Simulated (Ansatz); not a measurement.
# GaP (F-43m) in Ansatz: a series of runs

Runs on GaP. Level: PBE. Tasks: single point.

All numbers are computed with Ansatz 0.2.0; they aren't measurements. Logs are shortened: lines on timing, memory, paths and dates and some standing lists are left out, and cuts for length are marked.

**Experimental background.**

“Stacking defects in GaP nanowires: Electronic structure and optical properties”, 2018, arxiv:1810.01194 quotes, for a bulk crystal of GaP at 10 K: band gap 2.34 eV (indirect).

The runs below are set against these values where they give the same quantity.

## (1) The structure

The structure is cubic, space group F-43m (No. 216). Conventional cell: a = 5.451 Å, b = 5.451 Å, c = 5.451 Å, α = 90.00°, β = 90.00°, γ = 90.00°. Ga (site symmetry -43m) is surrounded by 4 P at 2.36 Å. P (site symmetry -43m) has 4 Ga at 2.36 Å as nearest neighbours.

## (2) Single point, PBE

The input, input.yaml:

```yaml
crystal:
  lattice:
    - [0.0, 2.72525, 2.72525]
    - [2.72525, 0.0, 2.72525]
    - [2.72525, 2.72525, 0.0]
  atoms:
    - { symbol: Ga, position: [0.0, 0.0, 0.0] }
    - { symbol: P, position: [0.75, 0.75, 0.75] }
kpoints:
  mp_grid: { grid: [4, 4, 4] }
scf:
  occupations: { method: fermi_dirac, width: 0.04 }
hamiltonian:
  xc: pbe
  pseudopotentials: { kind: all_electron, lapw: { basis_error: 0.002 } }
output:
  forces: true
  stress: true
  eigenvalues: true
```

Potentials or basis: all-electron LAPW, scalar-relativistic.

Started as:

```
$ ansatz run input.yaml --threads 1 --pin off --max-ram 3072MiB --backend cpu --events-out ev --progress --plain --runs-dir out
```

Log:

```text
Warning: RAYON_NUM_THREADS=1 ignored (pool sized by the plan → 1); use --threads N
LAPW: plane waves up to 8.159 Å⁻¹, error target 2.0e-3 eV per atom; small_component_spin mean_spin; P in spheres of 1.055 Å, 13 of its electrons in bands, Dirac shells []; Ga in spheres of 1.305 Å, 21 of its electrons in bands, Dirac shells [] (how accurate: hamiltonian.pseudopotentials.lapw.basis_error, Limitations)
Engine: ansatz 0.2.0, x86_64-unknown-linux-gnu
Pseudopotentials: kind: all_electron
Pseudopotential: Ga, LAPW, valence charge 21, lapw/all_electron/scalar/gaussian/Ga, Koelling and Harmon's equation, gaussian nucleus
Pseudopotential: P, LAPW, valence charge 13, lapw/all_electron/scalar/gaussian/P, Koelling and Harmon's equation, gaussian nucleus
Functional definition: PBE
  parameter kappa = 0.804
  parameter beta = 0.06672455060314922
  exchange = pbe_x(kappa = kappa, mu = beta*pi^2/3)
  correlation = pbe_c(beta = beta)
Crystal: 2 atoms, lattice volume = 40.481 Å³
Basis set: ecut = 253.60657602069978 eV, 339 PW (Γ), exchange–correlation at level 2
Bands: 21, of which v1, the nominal top of the filled ones, is band 17 counted from 1 (16 counted from 0)
Symmetry: 24 space group operations
Space group: F-43m (ITA 216), of the structure as read, at distance tolerance 3.4e-5 Å
k-points: 8 of 64 (time reversal used)
Non-local potential: Ga, projectors of the file, none
Non-local potential: P, projectors of the file, none
Initial density: superposition of atomic densities (chi_scale 0.1, normalization cell, long waves kept (reshape's long-wave potential 0.00 eV rms))
Initial wavefunctions: plane waves of lowest kinetic energy (no species holds an atomic orbital)
Functional: x = pbe(κ = 0.804, μ = 0.2195149727645171), c = pbe(β = 0.06672455060314922)
iter 1 solved again at ethr=2.73e-3 eV; its pass at ethr=1.00e-1 eV (dr2=9.28e-1 eV) is discarded
SCF iter   1: F=—  HF=-62209.826978 eV  |F-HF|=—  |Δ(HF+E_count)|=         —  Δρ=4.04e-2  dr2=9.29e-1  ethr=2.73e-3  ⟨swp⟩=2.0  Hψ=1144  notcnv=0
preconditioner: auto → none  [insulator: Δε(μ)=2.034 eV  Ē_g=14.952 eV  σ=0.040 eV  W_gap=1.00  n_scr=14 (ndim 8)  ℏωp=24.8 eV  f_vac=0.017  D(μ)=0.00/eV (n_scr^D=0)  ε∞_Penn≈3.7]
iter 2 solved again at ethr=2.63e-4 eV; its pass at ethr=2.73e-3 eV (dr2=8.93e-2 eV) is discarded
SCF iter   2: F=—  HF=-62209.558453 eV  |F-HF|=—  |Δ(HF+E_count)|=   2.69e-1  Δρ=1.60e-2  dr2=8.92e-2  ethr=2.63e-4  ⟨swp⟩=2.0  Hψ=868  notcnv=0
SCF iter   3: F=—  HF=-62209.536283 eV  |F-HF|=—  |Δ(HF+E_count)|=   2.22e-2  Δρ=7.22e-3  dr2=1.71e-2  ethr=2.62e-4  ⟨swp⟩=2.0  Hψ=489  notcnv=0
SCF iter   4: F=—  HF=-62209.533129 eV  |F-HF|=—  |Δ(HF+E_count)|=         —  Δρ=1.71e-3  dr2=1.04e-3  ethr=5.02e-5  ⟨swp⟩=2.0  Hψ=483  notcnv=0
the basis was enlarged: its passes take 148.0 KiB over the memory plan, 1 of 1 planned eigensolver slots
SCF iter   5: F=—  HF=-62209.532438 eV  |F-HF|=—  |Δ(HF+E_count)|=   6.91e-4  Δρ=3.09e-4  dr2=2.36e-5  ethr=3.06e-6  ⟨swp⟩=2.5  Hψ=468  notcnv=0
SCF iter   6: F=—  HF=-62209.532484 eV  |F-HF|=—  |Δ(HF+E_count)|=   4.59e-5  Δρ=4.40e-5  dr2=5.20e-7  ethr=6.95e-8  ⟨swp⟩=3.0  Hψ=489  notcnv=0
SCF iter   7: F=-62209.532485 eV  HF=-62209.532485 eV  |F-HF|=1.20e-8  |Δ(HF+E_count)|=   1.42e-6  Δρ=4.58e-6  dr2=1.03e-8  ethr=1.53e-9  ⟨swp⟩=3.0  Hψ=489  notcnv=0
SCF 1 converged in 7 iterations: F = -62209.532485 eV  dr2 = 1.03e-8
SCF converged after 7 iterations
Free energy (F): -62209.532485 eV
Harris-Foulkes:  -62209.532485 eV  (|F-HF|=1.20e-8)
Internal energy: -62209.532485 eV  (E = F + TS)
E sigma→0 (E₀):  -62209.532485 eV
Fermi energy:    9.380067 eV
--- Per-component energies (eV) ---
  E_band       = -1790.248442
  E_kinetic    = 63284.757244
  E_xc         = -2692.033725
  E_electrostatic = -122802.256005  (all electrons and nuclei)
  E_smearing   = -0.000000  (= −TS)
  E_closure    = 0.000000  (closes the sum)
  E_atoms      = -62200.568823  (free atoms, spherical and without spin; not in F)
  Σ components = -62209.532485   (vs F -62209.532485, Δ=0.00e0)
  Basis errors (estimates in eV, not in F): energy 8.9e-4 per atom: plane waves 8.1e-4 (4.9e-4 summed), levels above the bands 1.1e-76, relativity 4.5e-8, radial functions 7.6e-5, core shells 2.0e-11; eigenvalues (radial functions only) 1.7e-5; not estimated: angular momenta, meshes, grids; target (lapw.basis_error) 2.0e-3; muffin-tin radii P 1.055 Å, Ga 1.305 Å
--- Forces (eV/Å), atoms counted from 1 ---
  atom   1  Ga     0.00000000    -0.00000000    -0.00000000
  atom   2  P     -0.00000000     0.00000000     0.00000000
  max |Σ_I F_I| component: 3.01e-17 eV/Å
--- Stress (GPa, compression-positive) ---
        2.910581      -0.000000      -0.000000
       -0.000000       2.910581       0.000000
       -0.000000       0.000000       2.910581
  P = ⅓ Tr σ = 2.9106 GPa (29.106 kbar)
--- Band table (eV; the first three rows and the last of 8) ---
  k-point 0: bands = ["-159.1038", "-134.8033", "-109.5770", "-109.5770", "-109.5770", "-85.5348", "-85.5348", "-85.5348", "-5.9972", "-5.9972", "-5.9972", "-5.8997", "-5.8997", "-3.9250", "8.5752", "8.5752", "8.5752", "10.3966", "12.4336", "12.4336", "12.4336"]
  k-point 1: bands = ["-159.1038", "-134.8033", "-109.5771", "-109.5770", "-109.5770", "-85.5348", "-85.5348", "-85.5348", "-6.0407", "-5.9826", "-5.9826", "-5.8984", "-5.8984", "-3.1479", "4.6892", "7.9087", "7.9087", "10.7172", "13.2911", "13.2911", "14.9192"]
  k-point 2: bands = ["-159.1038", "-134.8033", "-109.5771", "-109.5770", "-109.5770", "-85.5348", "-85.5348", "-85.5348", "-6.0782", "-5.9727", "-5.9727", "-5.8920", "-5.8920", "-1.8526", "1.9241", "7.4515", "7.4515", "10.2336", "13.2646", "13.2646", "16.8450"]
  k-point 7: bands = ["-159.1038", "-134.8033", "-109.5771", "-109.5771", "-109.5771", "-85.5348", "-85.5348", "-85.5348", "-6.0948", "-5.9588", "-5.9379", "-5.9144", "-5.8909", "-0.8540", "2.0045", "4.9887", "5.1401", "13.2642", "13.4292", "14.6536", "14.7055"]
```

Run time: 9.5 s. Hardware: 1 thread of Intel Xeon at 2.50GHz (Skylake/Cascade Lake), shared host; peak memory 0.25 GiB.

Results:

- Free energy: -62209.5325 eV
- Pressure: 2.9 GPa
- Band gap on the k mesh: 1.63 eV, indirect (least direct gap 1.82 eV)

Caveat: the k mesh is coarse (spacing up to 0.50 Å⁻¹), so the values aren't converged. As with any semilocal functional, this PBE gap is likely too small.

## (3) Single point, PBE

The input, input.yaml:

```yaml
crystal:
  lattice:
    - [0.0, 2.72525, 2.72525]
    - [2.72525, 0.0, 2.72525]
    - [2.72525, 2.72525, 0.0]
  atoms:
    - { symbol: Ga, position: [0.0, 0.0, 0.0] }
    - { symbol: P, position: [0.75, 0.75, 0.75] }
kpoints:
  mp_grid: { grid: [8, 8, 8] }
scf:
  occupations: { method: gaussian, width: 0.012 }
hamiltonian:
  xc: pbe
  pseudopotentials: { kind: all_electron, lapw: { basis_error: 0.001 } }
output:
  forces: true
  stress: true
  eigenvalues: true
```

Potentials or basis: all-electron LAPW, scalar-relativistic.

Started as:

```
$ ansatz run input.yaml --threads 1 --pin off --max-ram 3072MiB --backend cpu --events-out ev --progress --plain --runs-dir out
```

Wall time 20 s (1 thread of Intel Xeon at 2.50GHz (Skylake/Cascade Lake), shared host); peak memory 0.28 GiB.

Results (log left out):

```yaml
Free_energy: -62209.6730 eV
Pressure: 2.5 GPa
Band_gap_on_the_k_mesh: 1.64 eV, indirect (least direct gap 1.83 eV)
```

Levels at points of the mesh, in eV from the valence-band top:
| k point | band 15 | band 16 | band 17 | band 18 | band 19 | band 20 |
| --- | --- | --- | --- | --- | --- | --- |
| (0.00, 0.00, 0.00) | 0.00 | 0.00 | 0.00 | 1.83 | 3.89 | 3.89 |
| (0.00, 0.00, -0.50) | -6.63 | -1.12 | -1.12 | 1.68 | 4.72 | 4.72 |
| (0.00, -0.50, -0.50) | -6.75 | -2.68 | -2.68 | 1.66 | 1.83 | 10.58 |

## (4) How close it comes

Step 3. Measured gap of GaP: 2.34 eV (indirect; 10 K; quoted in “Stacking defects in GaP nanowires: Electronic structure and optical properties”, 2018, arxiv:1810.01194). This calculation gives 1.64 eV (-0.70 eV). Spin-orbit coupling on Ga is left out. The value is that of PBE on a finite k mesh, which can miss the band edges, without temperature or zero-point motion. Semilocal functionals fall short of measured gaps as a rule.
